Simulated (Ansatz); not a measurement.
Run on I (diamond type): DFT, PBE, PAW with Ansatz's default frozen-core files, scalar-relativistic (Ansatz 0.2.0). This run: cell relaxed at zero pressure.

The start is a guessed cell of a prototype that needn't be stable.

Command: `ansatz run input.yaml --threads 1 --pin off --max-ram 2048MiB --backend cpu --events-out ev --progress --plain --runs-dir out` It took 55 s on 1 thread of Arm Neoverse V1 (shared host), peak memory 0.42 GiB.

```yaml
crystal:
  lattice:
    - [0.0, 3.4897660234, 3.4897660234]
    - [3.4897660234, 0.0, 3.4897660234]
    - [3.4897660234, 3.4897660234, 0.0]
  atoms:
    - { symbol: I, position: [-0.125, -0.125, -0.125] }
    - { symbol: I, position: [0.125, 0.125, 0.125] }
kpoints:
  mp_grid: { grid: [10, 10, 10] }
scf:
  occupations: { method: fermi_dirac, width: 0.1 }
hamiltonian:
  xc: pbe
  pseudopotentials: { kind: paw }
output:
  forces: true
  stress: true
  write_density: true
  write_potential: true
  elf: true
  volumetric_format: npy
relax:
  f_tol: 0.005
  max_steps: 40
  cell: {}
```

Output:

```
Engine: ansatz 0.2.0
Pseudopotentials: kind: paw
Pseudopotential: I, paw, valence charge 17, recommended cutoff 420 eV (normal), I.paw.azcp
Functional definition: PBE
  parameter kappa = 0.804
  parameter beta = 0.06672455060314922
  exchange = pbe_x(kappa = kappa, mu = beta*pi^2/3)
  correlation = pbe_c(beta = beta)
Crystal: 2 atoms, lattice volume = 85.000 Å³
Basis set: ecut = 420 eV, 1687 PW (Γ), exchange–correlation on 72×72×72 points (8 copies of the dense FFT grid, shifted against one another)
Bands: 21, of which v1, the nominal top of the filled ones, is band 17 counted from 1 (16 counted from 0)
Symmetry: 48 space group operations
Space group: Fd-3m (ITA 227), of the structure as read, at distance tolerance 4.4e-5 Å
k-points: 47 of 1000
Non-local potential: I, projectors of the file, l = 0: 2, l = 1: 2, l = 2: 2, l = 3: 2
PAW form: soft (Blöchl's): semilocal exchange-correlation on the pseudo side does not see the compensation charge
PAW one-centre angular grid: I, 590 points (default); XC on 64 Gauss nodes
Initial density: superposition of atomic densities (neutral atoms: chi_scale 0, normalization atom), corrected by the library's trained network
Initial wavefunctions: pseudopotential atomic-orbital guess
Functional: x = pbe(κ = 0.804, μ = 0.2195149727645171), c = pbe(β = 0.06672455060314922)
SCF iter   1: F=—  HF=-15024.042866 eV  |F-HF|=—  |Δ(HF+E_count)|=         —  Δρ=1.98e-3  dr2=2.58e-3  ethr=1.77e-3  ⟨swp⟩=6.7  Hψ=5188  notcnv=0
preconditioner: auto → LDOS  [metal: Δε(μ)=0.042 eV  Ē_g=10.247 eV  σ=0.100 eV  W_gap=0.11  n_scr=14 (ndim 8)  ℏωp=15.1 eV  f_vac=0.218  D(μ)=2.80/eV (n_scr^D=14)  β→1.0]
SCF iter   2: F=—  HF=-15024.044031 eV  |F-HF|=—  |Δ(HF+E_count)|=   1.16e-3  Δρ=6.41e-4  dr2=2.28e-4  ethr=7.58e-6  ⟨swp⟩=2.0  Hψ=2336  notcnv=0
SCF iter   3: F=—  HF=-15024.044064 eV  |F-HF|=—  |Δ(HF+E_count)|=   3.36e-5  Δρ=3.12e-4  dr2=5.63e-5  ethr=6.71e-7  ⟨swp⟩=2.0  Hψ=1804  notcnv=0
SCF iter   4: F=—  HF=-15024.044031 eV  |F-HF|=—  |Δ(HF+E_count)|=   3.37e-5  Δρ=4.36e-5  dr2=8.28e-7  ethr=1.66e-7  ⟨swp⟩=2.0  Hψ=1795  notcnv=0
iter 5 did not close the SCF: its close was put off for the readings that it lacked (scf_convergence_deferred on its scf_iter line)
SCF iter   5: F=-15024.044033 eV  HF=-15024.044033 eV  |F-HF|=7.36e-9  |Δ(HF+E_count)|=   2.04e-6  Δρ=5.30e-6  dr2=1.93e-8  ethr=2.44e-9  ⟨swp⟩=2.6  Hψ=1981  notcnv=0
SCF iter   6: F=-15024.044033 eV  HF=-15024.044033 eV  |F-HF|=3.91e-10  |Δ(HF+E_count)|=   2.33e-9  Δρ=7.37e-7  dr2=3.30e-10  ethr=5.68e-11  ⟨swp⟩=6.3  Hψ=6157  notcnv=0
SCF 1 converged in 6 iterations: F = -15024.044033 eV  dr2 = 3.30e-10
  greatest PAW one-centre occupation: 0.999 electrons in one spin orbital (limit 2), on the I atom at site 1 (counted from 0), in its partial waves of l = 2
relax step   1: F+E_penalty+E_count = -15024.04403260 eV  Δ(F+E_penalty+E_count) = +0.000e0 eV  max|allowed force component| = 2.891e-18 eV/Å  Δτ_max = 0.0000 Å  P = +9.228 GPa  Ω = 85.000 Å³  (6 SCF iters, dr2 threshold 1.00e-7 eV, accepted)
Crystal: 2 atoms, lattice volume = 98.047 Å³
Basis set: ecut = 420 eV, 1917 PW (Γ), exchange–correlation on 72×72×72 points (8 copies of the dense FFT grid, shifted against one another)
Initial density: handed on by an earlier stage of this run
Initial wavefunctions: those handed on with the density
iter 1 solved again at ethr=6.08e-6 eV; its pass at ethr=3.10e-3 eV (dr2=2.07e-3 eV) is discarded
SCF iter   1: F=—  HF=-15024.558768 eV  |F-HF|=—  |Δ(HF+E_count)|=         —  Δρ=1.21e-3  dr2=1.49e-3  ethr=6.08e-6  ⟨swp⟩=2.7  Hψ=7431  notcnv=0
preconditioner: auto → LDOS  [metal: Δε(μ)=0.025 eV  Ē_g=9.921 eV  σ=0.100 eV  W_gap=0.06  n_scr=14 (ndim 8)  ℏωp=14.0 eV  f_vac=0.270  D(μ)=3.51/eV (n_scr^D=26)  β→1.0]
SCF iter   2: F=—  HF=-15024.558390 eV  |F-HF|=—  |Δ(HF+E_count)|=   3.78e-4  Δρ=2.85e-4  dr2=8.76e-5  ethr=4.37e-6  ⟨swp⟩=3.0  Hψ=1886  notcnv=0
SCF iter   3: F=—  HF=-15024.558427 eV  |F-HF|=—  |Δ(HF+E_count)|=   3.71e-5  Δρ=1.14e-4  dr2=1.98e-5  ethr=2.58e-7  ⟨swp⟩=2.0  Hψ=1792  notcnv=0
SCF iter   4: F=—  HF=-15024.558420 eV  |F-HF|=—  |Δ(HF+E_count)|=   6.72e-6  Δρ=4.33e-5  dr2=9.79e-7  ethr=5.84e-8  ⟨swp⟩=2.0  Hψ=1808  notcnv=0
SCF iter   5: F=-15024.558420 eV  HF=-15024.558420 eV  |F-HF|=3.65e-8  |Δ(HF+E_count)|=   1.71e-7  Δρ=5.02e-6  dr2=2.05e-8  ethr=5.88e-10  ⟨swp⟩=9.6  Hψ=6891  notcnv=0
SCF 2 converged in 5 iterations: F = -15024.558420 eV  dr2 = 2.05e-8
  Residual-converged pass: ⟨swp⟩=1.0  Hψ=1176  notcnv=0  max |occ|·‖R‖ = 7.1e-9 eV (tolerance 1.0e-8 eV)  dr2=2.05e-8  dr2_onsite=2.75e-9  max |Δocc| = 3.9e-11
relax step   2: F+E_penalty+E_count = -15024.55842012 eV  Δ(F+E_penalty+E_count) = -5.144e-1 eV  max|allowed force component| = 1.041e-17 eV/Å  Δτ_max = 0.0000 Å  P = +4.004 GPa  Ω = 98.047 Å³  energy of the carried Pulay correction = -1.298e-3 eV  (5 SCF iters, dr2 threshold 2.00e-7 eV, accepted)
Crystal: 2 atoms, lattice volume = 111.068 Å³
Basis set: ecut = 420 eV, 2109 PW (Γ), exchange–correlation on 72×72×72 points (8 copies of the dense FFT grid, shifted against one another)
iter 1 solved again at ethr=2.91e-6 eV; its pass at ethr=3.10e-3 eV (dr2=9.90e-4 eV) is discarded
SCF iter   1: F=—  HF=-15024.757558 eV  |F-HF|=—  |Δ(HF+E_count)|=         —  Δρ=8.16e-4  dr2=9.33e-4  ethr=2.91e-6  ⟨swp⟩=2.3  Hψ=6999  notcnv=0
preconditioner: auto → LDOS  [metal: Δε(μ)=0.036 eV  Ē_g=9.685 eV  σ=0.100 eV  W_gap=0.09  n_scr=14 (ndim 8)  ℏωp=13.2 eV  f_vac=0.307  D(μ)=4.28/eV (n_scr^D=26)  β→1.0]
SCF iter   2: F=—  HF=-15024.757246 eV  |F-HF|=—  |Δ(HF+E_count)|=   3.12e-4  Δρ=2.32e-4  dr2=5.92e-5  ethr=2.74e-6  ⟨swp⟩=3.0  Hψ=1912  notcnv=0
SCF iter   3: F=—  HF=-15024.757271 eV  |F-HF|=—  |Δ(HF+E_count)|=   2.53e-5  Δρ=1.12e-4  dr2=2.04e-5  ethr=1.74e-7  ⟨swp⟩=2.0  Hψ=1797  notcnv=0
SCF iter   4: F=—  HF=-15024.757262 eV  |F-HF|=—  |Δ(HF+E_count)|=   9.36e-6  Δρ=2.68e-5  dr2=5.86e-7  ethr=6.01e-8  ⟨swp⟩=2.0  Hψ=1807  notcnv=0
SCF iter   5: F=-15024.757262 eV  HF=-15024.757262 eV  |F-HF|=1.86e-8  |Δ(HF+E_count)|=   2.46e-7  Δρ=3.24e-6  dr2=1.05e-8  ethr=5.88e-10  ⟨swp⟩=9.6  Hψ=6863  notcnv=0
SCF 3 converged in 5 iterations: F = -15024.757262 eV  dr2 = 1.05e-8
[... lines left out ...]
SCF iter   2: F=—  HF=-15024.802778 eV  |F-HF|=—  |Δ(HF+E_count)|=   6.95e-3  Δρ=5.06e-5  dr2=1.29e-5  ethr=6.85e-8  ⟨swp⟩=3.1  Hψ=1744  notcnv=0
SCF iter   3: F=—  HF=-15024.802628 eV  |F-HF|=—  |Δ(HF+E_count)|=   1.49e-4  Δρ=3.75e-5  dr2=3.24e-6  ethr=3.81e-8  ⟨swp⟩=2.0  Hψ=1187  notcnv=0
SCF iter   4: F=—  HF=-15024.802790 eV  |F-HF|=—  |Δ(HF+E_count)|=   1.62e-4  Δρ=6.90e-6  dr2=3.83e-8  ethr=9.54e-9  ⟨swp⟩=2.0  Hψ=1359  notcnv=0
SCF iter   5: F=—  HF=-15024.802794 eV  |F-HF|=—  |Δ(HF+E_count)|=   3.51e-6  Δρ=2.61e-6  dr2=9.43e-9  ethr=1.13e-10  ⟨swp⟩=2.0  Hψ=1833  notcnv=0
SCF iter   6: F=—  HF=-15024.802795 eV  |F-HF|=—  |Δ(HF+E_count)|=   5.82e-7  Δρ=1.03e-6  dr2=5.39e-9  ethr=2.77e-11  ⟨swp⟩=2.2  Hψ=1443  notcnv=0
SCF iter   7: F=—  HF=-15024.802795 eV  |F-HF|=—  |Δ(HF+E_count)|=   3.61e-9  Δρ=1.61e-7  dr2=1.06e-10  ethr=1.58e-11  ⟨swp⟩=2.0  Hψ=1341  notcnv=0
SCF iter   8: F=-15024.802795 eV  HF=-15024.802795 eV  |F-HF|=7.28e-12  |Δ(HF+E_count)|=  9.09e-12  Δρ=4.12e-8  dr2=9.14e-12  ethr=1.00e-12  ⟨swp⟩=8.2  Hψ=5318  notcnv=0
SCF 9 converged in 8 iterations: F = -15024.802795 eV  dr2 = 9.14e-12
relax step   9: F+E_penalty+E_count = -15024.80279460 eV  Δ(F+E_penalty+E_count) = -2.242e-4 eV  max|allowed force component| = 2.313e-18 eV/Å  Δτ_max = 0.0000 Å  P = +0.008 GPa  Ω = 122.200 Å³  stress off target by 8.48e-3 GPa  SCF on the basis re-selected at this cell (its energy is not comparable with the rows above)  (8 SCF iters)
basis re-selected at this cell: Δ(F+E_penalty+E_count) = -2.242e-4 eV, ΔP = -0.002 GPa vs the last step (what re-selecting the basis moved, of the pressure what is left beyond the Pulay correction that the steps carried, after the strain that the cell walked since its last selection, with what the two solves' SCF thresholds leave and, on support functions, any second-order correction that the steps lacked; it is no measure of the basis error at this ecutwfc). This SCF's stress stands 8.48e-3 GPa from its target on what of the cell is left free (relax.cell.stress_tol is 5.00e-2 GPa) and its largest allowed force component is 2.31e-18 eV/Å (relax.f_tol is 5.00e-3 eV/Å): within both
SCF converged after 8 iterations
Free energy (F): -15024.802795 eV
Harris-Foulkes:  -15024.802795 eV  (|F-HF|=7.28e-12)
Internal energy: -15024.645173 eV  (E = F + TS)
E sigma→0 (E₀):  -15024.723984 eV
Entropy (-TS):   -0.157622 eV (-78.811 meV/atom)
Fermi energy:    1.837383 eV
--- Per-component energies (eV) ---
  E_band       = -898.787968
  E_kinetic    = 375.539099
  E_local      = -4964.905161  (includes V_loc(G=0)·N_el)
  E_nonlocal   = -184.698451
  E_hartree    = 2477.697237
  E_xc         = -254.255975
  E_vxc        = -254.408792  (∫ρ·V_xc dr)
  E_paw        = -9628.232882  (= ΣΔE_a)
  E_vpaw       = -825.709333  (= ΣTr[D̂ρ^β])
  E_aug_tail   = -0.000011  (compensation charges beyond the density's cutoff)
  E_ewald      = -2845.789029
  E_smearing   = -0.157622  (= −TS)
  E_closure    = 0.000000  (closes the sum)
  Σ components = -15024.802795   (vs F -15024.802795, Δ=0.00e0)
--- Forces (eV/Å), atoms counted from 1 ---
  atom   1  I     -0.00000000     0.00000000     0.00000000
  atom   2  I      0.00000000    -0.00000000    -0.00000000
  max |Σ_I F_I| component: 8.67e-19 eV/Å
--- Stress (GPa, compression-positive) ---
        0.008482      -0.000000       0.000000
       -0.000000       0.008482      -0.000000
        0.000000       0.000000       0.008482
  P = ⅓ Tr σ = 0.0085 GPa (0.085 kbar)
--- Band table (eV; the first three rows and the last of 47) ---
  k-point 0: bands = ["-42.9042", "-42.9042", "-42.9042", "-42.9026", "-42.9026", "-42.8988", "-42.8988", "-42.8967", "-42.8967", "-42.8967", "-10.9626", "-9.1795", "-0.6446", "-0.6446", "-0.6446", "1.0375", "1.0375", "1.0375", "6.3088", "8.8600", "8.8600"]
  k-point 1: bands = ["-42.9042", "-42.9042", "-42.9041", "-42.9025", "-42.9025", "-42.8989", "-42.8989", "-42.8968", "-42.8967", "-42.8967", "-10.9355", "-9.2203", "-0.6841", "-0.6841", "-0.6713", "1.0806", "1.0945", "1.0945", "6.4753", "8.7258", "8.7258"]
  k-point 2: bands = ["-42.9044", "-42.9044", "-42.9038", "-42.9022", "-42.9022", "-42.8991", "-42.8991", "-42.8971", "-42.8965", "-42.8965", "-10.8581", "-9.3330", "-0.7774", "-0.7774", "-0.7482", "1.2173", "1.2327", "1.2327", "6.9029", "8.5619", "8.5619"]
  k-point 46: bands = ["-42.9051", "-42.9051", "-42.9013", "-42.9013", "-42.9007", "-42.9007", "-42.8999", "-42.8999", "-42.8958", "-42.8958", "-10.1611", "-10.1611", "-1.3742", "-1.3742", "0.3541", "0.3541", "2.0856", "2.0856", "7.5615", "7.5615", "9.8610"]
--- Relaxed structure (7 steps of the walk, 7 accepted, 2 SCFs on fresh bases) ---
  F+E_penalty+E_count = -15024.80279460 eV   max|allowed force component| = 2.313e-18 eV/Å   (the final SCF, on the basis selected at the relaxed cell)
  cell:  # Å, volume = 122.2005 Å³
    - [1.1209818505316776e-33, 3.9386522685064347, 3.9386522685064347]
    - [3.9386522685064347, -1.6942112042324316e-33, 3.9386522685064347]
    - [3.9386522685064347, 3.9386522685064347, -8.279979553455335e-34]
  atoms:
    - { symbol: I, position: [-0.125, -0.125, -0.125] }
    - { symbol: I, position: [0.125, 0.125, 0.125] }
```

Next run (the series' base cell), as changes to the input before:

```diff
   lattice:
-    - [0.0, 3.4897660234, 3.4897660234]
-    - [3.4897660234, 0.0, 3.4897660234]
-    - [3.4897660234, 3.4897660234, 0.0]
+    - [0.0, 3.9386522685, 3.9386522685]
+    - [3.9386522685, 0.0, 3.9386522685]
+    - [3.9386522685, 3.9386522685, 0.0]
   atoms:
   mp_grid: { grid: [10, 10, 10] }
+  band_path:
+    path:
+      - [0.0, 0.0, 0.0]
+      - [0.5, 0.0, 0.5]
+      - [0.625, 0.25, 0.625]
+      - [0.375, 0.375, 0.75]
+      - [0.0, 0.0, 0.0]
+      - [0.5, 0.5, 0.5]
+      - [0.5, 0.25, 0.75]
+      - [0.5, 0.0, 0.5]
+    npoints: 8
 scf:
   stress: true
-  write_density: true
-  write_potential: true
-  elf: true
-  volumetric_format: npy
-relax:
-  f_tol: 0.005
-  max_steps: 40
-  cell: {}
+  eigenvalues: true
+  populations: true
+  dos: { projected: true, de: 0.2, e_range: [-14, 8] }
```

Results part of the output:

```
SCF 1 converged in 6 iterations: F = -15024.802795 eV  dr2 = 1.04e-9
  greatest PAW one-centre occupation: 0.999 electrons in one spin orbital (limit 2), on the I atom at site 1 (counted from 0), in its partial waves of l = 2
NSCF: frozen V_eff on 57 k-points
SCF converged after 6 iterations
Free energy (F): -15024.802795 eV
Harris-Foulkes:  -15024.802795 eV  (|F-HF|=2.24e-10)
Internal energy: -15024.645173 eV  (E = F + TS)
E sigma→0 (E₀):  -15024.723984 eV
Entropy (-TS):   -0.157622 eV (-78.811 meV/atom)
Fermi energy:    1.837355 eV
--- Per-component energies (eV) ---
  E_band       = -898.789378
  E_kinetic    = 375.539271
  E_local      = -4964.906177  (includes V_loc(G=0)·N_el)
  E_nonlocal   = -184.698412
  E_hartree    = 2477.698130
  E_xc         = -254.256057
  E_vxc        = -254.408890  (∫ρ·V_xc dr)
  E_paw        = -9628.232889  (= ΣΔE_a)
  E_vpaw       = -825.709115  (= ΣTr[D̂ρ^β])
  E_aug_tail   = -0.000011  (compensation charges beyond the density's cutoff)
  E_ewald      = -2845.789029
  E_smearing   = -0.157622  (= −TS)
  E_closure    = -0.000000  (closes the sum)
  Σ components = -15024.802795   (vs F -15024.802795, Δ=0.00e0)
--- Forces (eV/Å), atoms counted from 1 ---
  atom   1  I     -0.00000000     0.00000000     0.00000000
  atom   2  I     -0.00000000    -0.00000000     0.00000000
  max |Σ_I F_I| component: 2.02e-18 eV/Å
--- Stress (GPa, compression-positive) ---
        0.008475      -0.000000      -0.000000
        0.000000       0.008475      -0.000000
       -0.000000      -0.000000       0.008475
  P = ⅓ Tr σ = 0.0085 GPa (0.085 kbar)
--- Band table (eV; the first three rows and the last of 47) ---
  k-point 0: bands = ["-42.9042", "-42.9042", "-42.9042", "-42.9026", "-42.9026", "-42.8989", "-42.8989", "-42.8968", "-42.8968", "-42.8968", "-10.9627", "-9.1795", "-0.6446", "-0.6446", "-0.6446", "1.0375", "1.0375", "1.0375", "6.3088", "8.8600", "8.8600"]
  k-point 1: bands = ["-42.9043", "-42.9043", "-42.9041", "-42.9025", "-42.9025", "-42.8990", "-42.8990", "-42.8969", "-42.8967", "-42.8967", "-10.9355", "-9.2203", "-0.6842", "-0.6842", "-0.6713", "1.0806", "1.0945", "1.0945", "6.4753", "8.7258", "8.7258"]
  k-point 2: bands = ["-42.9044", "-42.9044", "-42.9039", "-42.9023", "-42.9023", "-42.8992", "-42.8992", "-42.8971", "-42.8966", "-42.8966", "-10.8581", "-9.3330", "-0.7774", "-0.7774", "-0.7482", "1.2173", "1.2327", "1.2327", "6.9029", "8.5619", "8.5619"]
  k-point 46: bands = ["-42.9051", "-42.9051", "-42.9013", "-42.9013", "-42.9007", "-42.9007", "-42.8999", "-42.8999", "-42.8958", "-42.8958", "-10.1612", "-10.1612", "-1.3743", "-1.3743", "0.3541", "0.3541", "2.0856", "2.0856", "7.5615", "7.5615", "9.8610"]
--- Löwdin populations: 2 sites ---
  site symbol       q [e]
     0      I     16.9787
     1      I     16.9787
  spilling = 0.001254 (of n_electrons = 34.000000)
```

Next run (volume at 0.92 of the series' base cell), as changes to the input before:

```diff
   lattice:
-    - [0.0, 3.9386522685, 3.9386522685]
-    - [3.9386522685, 0.0, 3.9386522685]
-    - [3.9386522685, 3.9386522685, 0.0]
+    - [0.0, 3.8306891867, 3.8306891867]
+    - [3.8306891867, 0.0, 3.8306891867]
+    - [3.8306891867, 3.8306891867, 0.0]
   atoms:
   dos: { projected: true, de: 0.2, e_range: [-14, 8] }
+  write_density: true
+  write_potential: true
+  elf: true
+  volumetric_format: npy
```

Results part of the output:

```
SCF 1 converged in 6 iterations: F = -15024.772153 eV  dr2 = 3.77e-9
  greatest PAW one-centre occupation: 0.999 electrons in one spin orbital (limit 2), on the I atom at site 1 (counted from 0), in its partial waves of l = 2
NSCF: frozen V_eff on 57 k-points
SCF converged after 6 iterations
Free energy (F): -15024.772153 eV
Harris-Foulkes:  -15024.772153 eV  (|F-HF|=6.48e-10)
Internal energy: -15024.632169 eV  (E = F + TS)
E sigma→0 (E₀):  -15024.702161 eV
Entropy (-TS):   -0.139984 eV (-69.992 meV/atom)
Fermi energy:    2.691337 eV
--- Per-component energies (eV) ---
  E_band       = -876.749890
  E_kinetic    = 376.612759
  E_local      = -4827.117938  (includes V_loc(G=0)·N_el)
  E_nonlocal   = -184.766842
  E_hartree    = 2419.592970
  E_xc         = -254.902212
  E_vxc        = -255.281885  (∫ρ·V_xc dr)
  E_paw        = -9628.056955  (= ΣΔE_a)
  E_vpaw       = -825.381153  (= ΣTr[D̂ρ^β])
  E_aug_tail   = 0.000007  (compensation charges beyond the density's cutoff)
  E_ewald      = -2925.993958
  E_smearing   = -0.139984  (= −TS)
  E_closure    = -0.000000  (closes the sum)
  Σ components = -15024.772153   (vs F -15024.772153, Δ=0.00e0)
--- Forces (eV/Å), atoms counted from 1 ---
  atom   1  I     -0.00000000    -0.00000000     0.00000000
  atom   2  I     -0.00000000     0.00000000    -0.00000000
  max |Σ_I F_I| component: 5.78e-19 eV/Å
--- Stress (GPa, compression-positive) ---
        1.083850      -0.000000       0.000000
       -0.000000       1.083850      -0.000000
       -0.000000       0.000000       1.083850
  P = ⅓ Tr σ = 1.0838 GPa (10.838 kbar)
--- Band table (eV; the first three rows and the last of 47) ---
  k-point 0: bands = ["-42.2328", "-42.2328", "-42.2328", "-42.2300", "-42.2300", "-42.2246", "-42.2246", "-42.2221", "-42.2221", "-42.2221", "-10.5109", "-8.3437", "-0.1113", "-0.1113", "-0.1113", "1.7423", "1.7423", "1.7423", "7.0390", "9.5232", "9.5232"]
  k-point 1: bands = ["-42.2328", "-42.2328", "-42.2326", "-42.2299", "-42.2299", "-42.2247", "-42.2247", "-42.2222", "-42.2220", "-42.2220", "-10.4789", "-8.3957", "-0.1566", "-0.1566", "-0.1398", "1.7970", "1.8090", "1.8090", "7.2208", "9.3788", "9.3788"]
  k-point 2: bands = ["-42.2331", "-42.2331", "-42.2323", "-42.2296", "-42.2296", "-42.2250", "-42.2250", "-42.2225", "-42.2218", "-42.2218", "-10.3875", "-8.5385", "-0.2629", "-0.2629", "-0.2233", "1.9703", "1.9703", "1.9712", "7.6806", "9.2049", "9.2049"]
  k-point 46: bands = ["-42.2341", "-42.2341", "-42.2284", "-42.2284", "-42.2273", "-42.2273", "-42.2264", "-42.2264", "-42.2207", "-42.2207", "-9.5565", "-9.5565", "-0.9443", "-0.9443", "1.0498", "1.0498", "2.9727", "2.9727", "8.2226", "8.2226", "10.6168"]
--- Löwdin populations: 2 sites ---
  site symbol       q [e]
     0      I     16.9725
     1      I     16.9725
  spilling = 0.001620 (of n_electrons = 34.000000)
```

Spin–orbit coupling is left out, which matters for the heavy atoms.
